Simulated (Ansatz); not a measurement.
## Relaxing HW14Se28

These are results of DFT PBE+D3(BJ), scalar-relativistic, plane waves, PAW (Ansatz 0.2.0), not measurements. Settings: 420 eV cutoff, 2×2×2 k-mesh, Gaussian smearing of 0.01 eV, collinear spin.

What was changed: H interstitial, charge +0, atoms relaxed at the host's cell.

Spin-orbit coupling is left out, which matters for the bands and energies of heavy elements. The starting moments weren't kept.

In a supercell of 43 atoms the defect feels its periodic images, and the cell reads as a metal on the mesh, so a level in the gap can't be told from a carrier in the bands.

Command:

```bash
ansatz run input.yaml --threads 4 --pin off --max-ram 10240MiB --backend cpu --events-out ev --progress --plain --runs-dir out
```

Input:

```yaml
crystal:
  lattice:
    - [1.639520277, -8.5191972597, 0.0]
    - [6.5580811083, 5.6794648397, 0.0]
    - [0.0, 0.0, 12.7928245273]
  atoms:
    - { symbol: W, position: [0.9047619048, 0.5238095238, 0.2500158825] }
    - { symbol: W, position: [0.4761904762, 0.380952381, 0.2500158825] }
    - { symbol: W, position: [0.0476190476, 0.2380952381, 0.2500158825], spin: 0.143 }
    - { symbol: W, position: [0.7619047619, 0.8095238095, 0.2500158825], spin: 0.143 }
    - { symbol: W, position: [0.3333333333, 0.6666666667, 0.2500158825] }
    - { symbol: W, position: [0.619047619, 0.0952380952, 0.2500158825] }
    - { symbol: W, position: [0.1904761905, 0.9523809524, 0.2500158825], spin: 0.143 }
    - { symbol: W, position: [0.6666666667, 0.3333333333, 0.7499841175] }
    - { symbol: W, position: [0.2380952381, 0.1904761905, 0.7499841175] }
    - { symbol: W, position: [0.8095238095, 0.0476190476, 0.7499841175] }
    - { symbol: W, position: [0.5238095238, 0.619047619, 0.7499841175] }
    - { symbol: W, position: [0.0952380952, 0.4761904762, 0.7499841175] }
    - { symbol: W, position: [0.380952381, 0.9047619048, 0.7499841175] }
    - { symbol: W, position: [0.9523809524, 0.7619047619, 0.7499841175] }
    - { symbol: Se, position: [0.6666666667, 0.3333333333, 0.3816757888] }
    - { symbol: Se, position: [0.2380952381, 0.1904761905, 0.3816757888] }
    - { symbol: Se, position: [0.8095238095, 0.0476190476, 0.3816757888] }
    - { symbol: Se, position: [0.5238095238, 0.619047619, 0.3816757888] }
    - { symbol: Se, position: [0.0952380952, 0.4761904762, 0.3816757888] }
    - { symbol: Se, position: [0.380952381, 0.9047619048, 0.3816757888] }
    - { symbol: Se, position: [0.9523809524, 0.7619047619, 0.3816757888] }
    - { symbol: Se, position: [0.9047619048, 0.5238095238, 0.8816435852] }
    - { symbol: Se, position: [0.4761904762, 0.380952381, 0.8816435852] }
    - { symbol: Se, position: [0.0476190476, 0.2380952381, 0.8816435852] }
    - { symbol: Se, position: [0.7619047619, 0.8095238095, 0.8816435852] }
    - { symbol: Se, position: [0.3333333333, 0.6666666667, 0.8816435852] }
    - { symbol: Se, position: [0.619047619, 0.0952380952, 0.8816435852] }
    - { symbol: Se, position: [0.1904761905, 0.9523809524, 0.8816435852] }
    - { symbol: Se, position: [0.6666666667, 0.3333333333, 0.1183564148] }
    - { symbol: Se, position: [0.2380952381, 0.1904761905, 0.1183564148], spin: 0.143 }
    - { symbol: Se, position: [0.8095238095, 0.0476190476, 0.1183564148], spin: 0.143 }
    - { symbol: Se, position: [0.5238095238, 0.619047619, 0.1183564148] }
    - { symbol: Se, position: [0.0952380952, 0.4761904762, 0.1183564148] }
    - { symbol: Se, position: [0.380952381, 0.9047619048, 0.1183564148] }
    - { symbol: Se, position: [0.9523809524, 0.7619047619, 0.1183564148], spin: 0.143 }
    - { symbol: Se, position: [0.9047619048, 0.5238095238, 0.6183242112] }
    - { symbol: Se, position: [0.4761904762, 0.380952381, 0.6183242112] }
    - { symbol: Se, position: [0.0476190476, 0.2380952381, 0.6183242112] }
    - { symbol: Se, position: [0.7619047619, 0.8095238095, 0.6183242112] }
    - { symbol: Se, position: [0.3333333333, 0.6666666667, 0.6183242112] }
    - { symbol: Se, position: [0.619047619, 0.0952380952, 0.6183242112] }
    - { symbol: Se, position: [0.1904761905, 0.9523809524, 0.6183242112] }
    - { symbol: H, position: [0.0, 0.0, 0.1923076923], spin: 0.143 }
  host:
    lattice:
      - [3.2790405541, 0.0, 0.0]
      - [-1.639520277, 2.8397324199, 0.0]
      - [0.0, 0.0, 12.7928245273]
    atoms:
      - { symbol: W, position: [0.6666666667, 0.3333333333, 0.2500158825] }
      - { symbol: W, position: [0.3333333333, 0.6666666667, 0.7499841175] }
      - { symbol: Se, position: [0.3333333333, 0.6666666667, 0.3816757888] }
      - { symbol: Se, position: [0.6666666667, 0.3333333333, 0.8816435852] }
      - { symbol: Se, position: [0.3333333333, 0.6666666667, 0.1183564148] }
      - { symbol: Se, position: [0.6666666667, 0.3333333333, 0.6183242112] }
basis:
  ecutwfc: 420
  xc_grid: 2
kpoints:
  mp_grid: { grid: [2, 2, 2], shift: [0.0, 0.0, 0.0] }
hamiltonian:
  xc: pbe
  dispersion: d3bj
scf:
  occupations: { method: gaussian, width: 0.01 }
output:
  forces: true
  stress: false
  eigenvalues: true
  populations: true
  charged_corrections:
    defect_position: [0.0, 0.0, 0.19230769]
    epsilon: [[15.759, 0.0, 0.0], [0.0, 15.759, 0.0], [0.0, 0.0, 8.2223]]
magnetization:
  spin_polarized: true
relax:
  adjacent_minimum: "off"
  f_tol: 0.025
  max_steps: 45
```

F is the free energy.

Steps:

| step | F − F(1) (eV) | largest force component (eV/Å) |
| --- | --- | --- |
| 1 | 0.0000 | 1.500 |
| 2 | -0.4028 | 1.015 |
| 3 | -0.5921 | 0.623 |
| 4 | -0.6657 | 0.521 |
| 5 | -0.6687 | 0.081 |
| 6 | -0.7076 | 0.035 |
| 7 | -0.7083 | 0.056 |
| 8 | -0.7089 | 0.015 |

Relaxed structure:

```yaml
crystal:
  lattice:
    - [1.63952, -8.51920, 0.00000]
    - [6.55808, 5.67946, 0.00000]
    - [0.00000, 0.00000, 12.79282]
  atoms:
    - { symbol: W, position: [0.90436, 0.51991, 0.24861] }
    - { symbol: W, position: [0.48009, 0.38444, 0.24861] }
    - { symbol: W, position: [0.04963, 0.24451, 0.24861] }
    - { symbol: W, position: [0.75549, 0.80512, 0.24861] }
    - { symbol: W, position: [0.33333, 0.66667, 0.24861] }
    - { symbol: W, position: [0.61556, 0.09564, 0.24861] }
    - { symbol: W, position: [0.19488, 0.95037, 0.24861] }
    - { symbol: W, position: [0.66667, 0.33333, 0.74871] }
    - { symbol: W, position: [0.23874, 0.19087, 0.74871] }
    - { symbol: W, position: [0.80913, 0.04787, 0.74871] }
    - { symbol: W, position: [0.52409, 0.61881, 0.74871] }
    - { symbol: W, position: [0.09472, 0.47591, 0.74871] }
    - { symbol: W, position: [0.38119, 0.90528, 0.74871] }
    - { symbol: W, position: [0.95213, 0.76126, 0.74871] }
    - { symbol: Se, position: [0.66667, 0.33333, 0.38176] }
    - { symbol: Se, position: [0.24173, 0.19287, 0.38118] }
    - { symbol: Se, position: [0.80713, 0.04885, 0.38118] }
    - { symbol: Se, position: [0.52260, 0.61864, 0.38238] }
    - { symbol: Se, position: [0.09603, 0.47740, 0.38238] }
    - { symbol: Se, position: [0.38136, 0.90397, 0.38238] }
    - { symbol: Se, position: [0.95115, 0.75827, 0.38118] }
    - { symbol: Se, position: [0.90464, 0.52344, 0.88069] }
    - { symbol: Se, position: [0.47656, 0.38119, 0.88069] }
    - { symbol: Se, position: [0.04765, 0.23800, 0.88034] }
    - { symbol: Se, position: [0.76200, 0.80964, 0.88034] }
    - { symbol: Se, position: [0.33333, 0.66667, 0.88027] }
    - { symbol: Se, position: [0.61881, 0.09536, 0.88069] }
    - { symbol: Se, position: [0.19036, 0.95235, 0.88034] }
    - { symbol: Se, position: [0.66667, 0.33333, 0.11546] }
    - { symbol: Se, position: [0.24171, 0.19285, 0.11604] }
    - { symbol: Se, position: [0.80715, 0.04886, 0.11604] }
    - { symbol: Se, position: [0.52260, 0.61864, 0.11484] }
    - { symbol: Se, position: [0.09604, 0.47740, 0.11484] }
    - { symbol: Se, position: [0.38136, 0.90396, 0.11484] }
    - { symbol: Se, position: [0.95114, 0.75829, 0.11604] }
    - { symbol: Se, position: [0.90464, 0.52345, 0.61671] }
    - { symbol: Se, position: [0.47655, 0.38119, 0.61671] }
    - { symbol: Se, position: [0.04765, 0.23801, 0.61707] }
    - { symbol: Se, position: [0.76199, 0.80964, 0.61707] }
    - { symbol: Se, position: [0.33333, 0.66667, 0.61713] }
    - { symbol: Se, position: [0.61881, 0.09536, 0.61671] }
    - { symbol: Se, position: [0.19036, 0.95235, 0.61707] }
    - { symbol: H, position: [0.00000, 0.00000, 0.24873] }
```

The run converged. The run took 5.8 min on 4 threads of Intel(R) Xeon(R) 6975P-C (Granite Rapids) (shared host), peak memory 6 GiB.